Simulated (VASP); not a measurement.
# Cd (P6_3/mmc) in VASP: settings compared, part 2 of 2

VASP 6.6.1. The steps go on from the part before.

## 3. Relaxation of cell and atoms, TPSS+D4

run.py

```python
from ase.calculators.vasp import Vasp
from ase.io import read

atoms = read('Cd.xyz')
calc = Vasp(
    directory='calc',
    xc='tpss',
    pp='PBE',
    setups='recommended',
    prec='Accurate',
    encut=600,
    ediff=1e-07,
    ismear=0,
    sigma=0.05,
    lreal=False,
    lasph=True,
    nelm=80,
    algo='Normal',
    isif=3,
    lwave=False,
    lcharg=False,
    lmixtau=True,
    ivdw=13,
    ibrion=2,
    nsw=60,
    ediffg=-0.01,
    kpts=[10, 10, 5],
    gamma=True,
)
atoms.calc = calc

print('energy (eV):', atoms.get_potential_energy())
print('free energy (eV):', atoms.get_potential_energy(force_consistent=True))
print('forces (eV/A):')
print(atoms.get_forces())
print('stress (eV/A^3, Voigt):', atoms.get_stress())
print('Fermi level (eV):', calc.get_fermi_level())
print('cell (A, degrees):', atoms.cell.cellpar())
print('volume (A^3):', atoms.get_volume())
print('scaled positions:')
print(atoms.get_scaled_positions())
```

Cd.xyz

```xyz
2
Lattice="2.9788700000 0.0000000000 0.0000000000 -1.4894350000 2.5797770946 0.0000000000 0.0000000000 0.0000000000 5.6176500000" Properties=species:S:1:pos:R:3 pbc="T T T"
Cd     1.4894350001      0.8599256981      4.2132375000
Cd    -0.0000000001      1.7198513965      1.4044125000
```

Potentials or basis: VASP PAW PBE potentials, release 64 (Cd).

Launch:

```console
> python run.py
```

Output:

```text
energy (eV): -19.21222978
free energy (eV): -19.21253979
forces (eV/A):
[[-0.  0.  0.]
 [ 0. -0.  0.]]
stress (eV/A^3, Voigt): [ 0.00035132  0.00035132  0.00030696  0.         -0.         -0.        ]
Fermi level (eV): 3.51730891
cell (A, degrees): [  2.94667115   2.94667115   5.36967355  90.          90.
 120.        ]
volume (A^3): 40.37772620908821
scaled positions:
[[0.66666667 0.33333333 0.75      ]
 [0.33333333 0.66666667 0.25      ]]
```

OUTCAR:

```text
ENCUT = 600.000000
   EDIFF = 1.00e-07
   EDIFFG = -1.00e-02
   METAGGA = TPSS
   PREC = Accurate
   IBRION = 2
   ISIF = 3
   ISMEAR = 0
   NELM = 80
   NSW = 60
   IVDW = 13
   LASPH = .TRUE.
   LREAL = .FALSE.

 ion  position               nearest neighbor table
   1  0.667  0.333  0.750-   2 3.29   2 3.29   2 3.29   2 3.29   2 3.29   2 3.29
   2  0.333  0.667  0.250-   1 3.29   1 3.29   1 3.29   1 3.29   1 3.29   1 3.29

  LATTYP: Found a hexagonal cell.
 ALAT       =     2.9788700000
 C/A-ratio  =     1.8858325472

  Lattice vectors:

 A1 = (   2.9788700000,   0.0000000000,   0.0000000000)
 A2 = (  -1.4894350000,   2.5797770946,   0.0000000000)
 A3 = (   0.0000000000,   0.0000000000,   5.6176500000)

Analysis of symmetry for initial positions (statically):
=====================================================================
 Subroutine PRICEL returns:
 Original cell was already a primitive cell.

 Routine SETGRP: Setting up the symmetry group for a
 hexagonal supercell.

 Subroutine GETGRP returns: Found 24 space group operations
 (whereof 12 operations were pure point group operations)
 out of a pool of 24 trial point group operations.

The static configuration has the point symmetry D_3d.
 The point group associated with its full space group is D_6h.

Analysis of symmetry for dynamics (positions and initial velocities):
=====================================================================
 Subroutine PRICEL returns:
 Original cell was already a primitive cell.

 Routine SETGRP: Setting up the symmetry group for a
 hexagonal supercell.

 Subroutine GETGRP returns: Found 24 space group operations
 (whereof 12 operations were pure point group operations)
 out of a pool of 24 trial point group operations.

The dynamic configuration has the point symmetry D_3d.
 The point group associated with its full space group is D_6h.

 Subroutine INISYM returns: Found 24 space group operations
 (whereof 12 operations are pure point group operations),
 and found     1 'primitive' translations

----------------------------------------------------------------------------------------

                                     Primitive cell

  volume of cell :      43.1706

  direct lattice vectors                    reciprocal lattice vectors
     2.978870000  0.000000000  0.000000000     0.335697765  0.193815195  0.000000000
    -1.489435000  2.579777095  0.000000000     0.000000000  0.387630389  0.000000000
     0.000000000  0.000000000  5.617650000     0.000000000  0.000000000  0.178010378

  length of vectors
     2.978870000  2.978870000  5.617650000     0.387630390  0.387630389  0.178010378

  position of ions in fractional coordinates (direct lattice)
     0.666666667  0.333333333  0.750000000
     0.333333333  0.666666667  0.250000000

[... 68 lines left out ...]
   ISTART =      0    job   : 0-new  1-cont  2-samecut
   ICHARG =      2    charge: 1-file 2-atom 10-const
   ISPIN  =      1    spin polarized calculation?
   LNONCOLLINEAR =      F non collinear calculations
   LSORBIT =      F    spin-orbit coupling
   LASPH  =      T    aspherical Exc in radial PAW
   ENCUT  =  600.0 eV  44.10 Ry    6.64 a.u.   5.95  5.95 11.22*2*pi/ulx,y,z
   NELM   =     80;   NELMIN=  2; NELMDL= -5     # of ELM steps
   EDIFF  = 0.1E-06   stopping-criterion for ELM
   LREAL  =      F    real-space projection
   EDIFFG = -.1E-01   stopping-criterion for IOM
   NSW    =     60    number of steps for IOM
   IBRION =      2    ionic relax: 0-MD 1-quasi-New 2-CG
   NFREE  =      1    steps in history (QN), initial steepest desc. (CG)
   ISIF   =      3    stress and relaxation
   ISYM   =      2    0-nonsym 1-usesym 2-fastsym
   POTIM  = 0.5000    time-step for ionic-motion
   TEBEG  =    0.0;   TEEND  =   0.0 temperature during run
   PSTRESS=    0.0 pullay stress
   NELECT =      24.0000    total number of electrons
   NUPDOWN=      -1.0000    fix difference up-down
   EMIN   =  10.00;   EMAX   =-10.00  energy-range for DOS
   EFERMI =   0.00;   METHOD = LEGACY
   ISMEAR =     0;   SIGMA  =   0.05  broadening in eV -4-tet -1-fermi 0-gaus
   EFERMI_NEDOS =   21; number of points for ismear=-14 and -15
   IALGO  =     38    algorithm
   IMIX   =      4    mixing-type and parameters
     AMIX     =   0.40;   BMIX     =  1.00
     AMIX_MAG =   1.60;   BMIX_MAG =  1.00
  volume/ion in A,a.u.               =      21.59       145.66
  Fermi-wavevector in a.u.,A,eV,Ry     =   1.346116  2.543790 24.654136  1.812028
  Thomas-Fermi vector in A             =   2.473974
   LORBIT       =      0    0 simple, 1 ext, 2 COOP (PROOUT), +10 PAW based schemes
   METAGGA = TPSS    functional components
   LHFCALC =     F    Hartree Fock is set to
   AEXX    =    0.0000 exact exchange contribution
   IVDW    =    13    specifies the selected vdW correction
   LEPSILON=     F    determine dielectric tensor
   LRPA    =     F    only Hartree local field effects (RPA)
 conjugate gradient relaxation of ions
 non-spin polarized calculation
 Gauss-broadening in eV      SIGMA  =   0.05
  energy-cutoff  :      600.00
  volume of cell :       43.17
 maximum number of plane-waves:      1462
 NGX is ok and might be reduce to    24
   NGX = 11   NGY = 11   NGZ = 23

--------------------------------------- Ionic step        1  -------------------------------------------

 number of electron      24.0000000 magnetization

 Free energy of the ion-electron system (eV)
  ---------------------------------------------------
  ext. energy  EPLUGINS =         0.00000000
  ---------------------------------------------------
  free energy    TOTEN  =       -18.07258427 eV

  energy without entropy =      -18.07224443  energy(sigma->0) =      -18.07241435

------------------------ aborting loop because EDIFF is reached ----------------------------------------

  DFT-D4 for vdW energy calculation

  Edisp (eV):   -1.09673
[... 191 lines left out ...]
--------------------------------------- Ionic step        6  -------------------------------------------

 number of electron      24.0000005 magnetization

 Free energy of the ion-electron system (eV)
  ---------------------------------------------------
  ext. energy  EPLUGINS =         0.00000000
  ---------------------------------------------------
  free energy    TOTEN  =       -18.04342593 eV

  energy without entropy =      -18.04280591  energy(sigma->0) =      -18.04311592

 E-fermi :   3.5173     XC(G=0): -11.6646

 val. band max:        3.4952696603   @ k =   0.1000   0.0000   0.2000
 cond. band min:       3.5822852358   @ k =   0.4000  -0.0000   0.0000
 fundamental gap:      0.0870155755
 Fermi energy:         3.5173089064

 k-point     1 :       0.0000    0.0000    0.0000
  band No.  band energies     occupation
      1      -6.7380      2.00000
      2      -6.3727      2.00000
      3      -6.0201      2.00000
      4      -6.0201      2.00000
      5      -5.9480      2.00000
      6      -5.9480      2.00000
[... 433 lines left out ...]
      3      -6.4223      2.00000
      4      -6.1044      2.00000
      5      -5.8310      2.00000
      6      -5.5377      2.00000
[... 8 lines left out ...]
     15       8.7604      0.00000
     16      10.2963      0.00000

 [... further k-points ...]

------------------------ aborting loop because EDIFF is reached ----------------------------------------

  DFT-D4 for vdW energy calculation

  Edisp (eV):   -1.16911
[... 25 lines left out ...]
  FREE ENERGIE OF THE ION-ELECTRON SYSTEM (eV)
  ---------------------------------------------------
  free  energy   TOTEN  =       -19.2125397885 eV

  energy  without entropy=      -19.2119197724  energy(sigma->0) =      -19.21222978

 reached required accuracy - stopping structural energy minimisation
```

INCAR:

```text
ENCUT = 600.000000
SIGMA = 0.050000
EDIFF = 1.00e-07
EDIFFG = -1.00e-02
ALGO = Normal
METAGGA = TPSS
PREC = Accurate
IBRION = 2
ISIF = 3
ISMEAR = 0
NELM = 80
NSW = 60
IVDW = 13
LASPH = .TRUE.
LCHARG = .FALSE.
LWAVE = .FALSE.
LMIXTAU = .TRUE.
LREAL = .FALSE.
```

Run time: 6.1 min. Hardware: 1 thread of AMD EPYC 9R45 (Zen 5), shared host; peak memory 0.16 GiB.

What came out:

- Free energy: -19.2125 eV
- Relaxed volume: 20.19 Å³/atom
- Relaxed cell: a = 2.947 Å, b = 2.947 Å, c = 5.370 Å, α = 90.00°, β = 90.00°, γ = 120.00°
- Space group after relaxing (to 0.05 Å): P6_3/mmc (No. 194)
- Energy gained by relaxing: 21.6 meV/atom
- Ionic steps: 6
- Pressure after relaxing: -0.1 GPa
- Band gap on the k mesh: none (metal or under the smearing width)
- Dispersion energy per atom: -0.585 eV

The path:
```
step  energy change (eV)  largest force (eV/Å)  pressure (GPa)  volume (Å³)
   1              0.0000                0.0000           -3.66        43.17
   2             -0.0385                0.0000            0.67        40.16
   3             -0.0386                0.0000            0.42        40.30
   4             -0.0432                0.0000            0.17        40.25
   5             -0.0432                0.0000            0.17        40.25
   6             -0.0432                0.0000           -0.05        40.38
```

Final structure:
```
Cd
1.0
     2.94667    0.00000    0.00000
    -1.47334    2.55189    0.00000
     0.00000    0.00000    5.36967
Cd
2
Direct
  0.66667 0.33333 0.75000
  0.33333 0.66667 0.25000
```

Caveat: the PAW data sets were made with another functional, which shifts forces and pressure a little; pairwise dispersion overbinds metals, which lowers pressure and volume.

## 4. For comparison

An earlier run on the cell as given: functional PBE; potentials or basis VASP PAW PBE potentials, release 64 (Cd); cutoff 520 eV; k mesh 10 × 10 × 5; occupations fermi-dirac, width 0.05 eV; no spin polarisation.

- Pressure: 3.2 GPa
- Band gap on the k mesh: none (metal or under the smearing width)

## 5. Summary

```tsv
task	level	cell	cutoff (eV)	smearing	optimiser	other keys	gap on the mesh (eV)	pressure (GPa)
relaxation of the atoms	AM05	atoms relaxed from: volume scaled by 1.04	520	gaussian 0.05 eV	-	ADDGRID = yes; NBANDS = 16	none	-2.8
relaxation of cell and atoms	TPSS+D4	relaxed	600	gaussian 0.05 eV	vasp	-	none	-0.1
single point	PBE	as given	520	fermi-dirac 0.05 eV	-	-	none	3.2
```

Alike in all rows: potentials or basis VASP PAW PBE potentials, release 64 (Cd); no spin polarisation; k mesh 10 × 10 × 5.

Caveats: the PAW data sets were made with another functional, which shifts forces and pressure a little (some runs); the relaxation stopped at its first step, so nothing moved (some runs); pairwise dispersion overbinds metals, which lowers pressure and volume (some runs).

Total energies depend on the potentials used, so only differences within one code and one set of settings carry meaning.
